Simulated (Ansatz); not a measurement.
ZnS (Wurtzite-2H), 4 atoms in the cell. Symmetry: P6_3mc, No. 186, hexagonal system. The conventional cell has a = 3.811 Å, b = 3.811 Å, c = 6.234 Å, α = 90.00°, β = 90.00°, γ = 120.00°. Around Zn (site symmetry 3m) lie 4 S at 2.31 to 2.40 Å. S (site symmetry 3m) is surrounded by 4 Zn at 2.31 to 2.40 Å. 

* Program: Ansatz 0.2.0
* Task: elastic constants
* Functional: PBE
* Potentials or basis: Ansatz PAW
* Cutoff: 420 eV (not typed: the program's choice for these potentials)
* k mesh: 7 × 7 × 4
* Occupations: fixed
* Spin: no spin polarisation
* Atoms under strain: clamped

Potentials or basis: Ansatz PAW.

The run is started by

```console
$ ansatz run input.yaml --threads 2 --pin off --max-ram 5120MiB --backend cpu --events-out ev --progress --plain --runs-dir out
```

Hardware: 2 threads of Arm Neoverse V1 (shared host).

Q: Estimate the wall time of this run.

A: Wall time 32 s on 2 threads of Arm Neoverse V1, with other jobs on the host, peak memory 0.38 GiB. Counts: scf iterations 63, plane waves 1521, k points 24, bands 22.
